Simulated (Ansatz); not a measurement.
Nuclear-site quantities of InSe as the cell is scaled

```yaml
crystal:
  lattice:
    - [2.00000, 1.15470, 8.31667]
    - [-2.00000, 1.15470, 8.31667]
    - [0.00000, -2.30940, 8.31667]
  atoms:
    - { symbol: In, position: [0.00000, 0.00000, 0.00000] }
    - { symbol: In, position: [0.11220, 0.11220, 0.11220] }
    - { symbol: Se, position: [0.61550, 0.61550, 0.61550] }
    - { symbol: Se, position: [0.83000, 0.83000, 0.83000] }
```

Atom numbers follow the list: In1, In2, Se3, Se4.

The cell is COD entry 1534648, which may be a prediction rather than a measurement; nothing was relaxed.

Spin–orbit coupling is left out, though it moves levels of the heavy atoms by tenths of an eV or more.

Computed with DFT, PBE, all-electron PAW with datasets made for the crystal, scalar-relativistic in Ansatz 0.2.0.

Numerical set-up: a Γ-centred 7×7×7 k mesh, Fermi–Dirac smearing of 0.01 eV, cutoff 240 eV (chosen by the program for this cell), no spin polarisation.

The contact density is the mean electron density over the nuclear volume; its changes follow the s electrons' response to bonding and compression. Changes below are taken from the unscaled cell, where it is 1.13296e+06 e/Å³ at In1, 1.13296e+06 e/Å³ at In2, 262958 e/Å³ at Se3, 262957 e/Å³ at Se4.

| V/V(cell) | P (GPa) | Δρ(0) In1 (e/Å³) | Δρ(0) In2 (e/Å³) | Δρ(0) Se3 (e/Å³) | Δρ(0) Se4 (e/Å³) |
| --- | --- | --- | --- | --- | --- |
| 0.9400 | 7.0 | -1.83 | -1.85 | -1.26 | -1.30 |
| 0.9600 | 5.5 | -1.30 | -1.32 | -0.83 | -0.85 |
| 0.9800 | 4.1 | -0.69 | -0.70 | -0.41 | -0.42 |
| 0.9900 | 3.5 | -0.35 | -0.36 | -0.20 | -0.21 |
| 1.0000 | 2.9 | 0.00 | 0.00 | 0.00 | 0.00 |
| 1.0100 | 2.3 | 0.37 | 0.38 | 0.20 | 0.21 |
| 1.0200 | 1.8 | 0.76 | 0.77 | 0.40 | 0.41 |
| 1.0400 | 0.8 | 1.60 | 1.61 | 0.79 | 0.81 |
| 1.0600 | 0.0 | 2.50 | 2.51 | 1.17 | 1.20 |

The datasets are made afresh for each cell, so very small changes are uncertain.
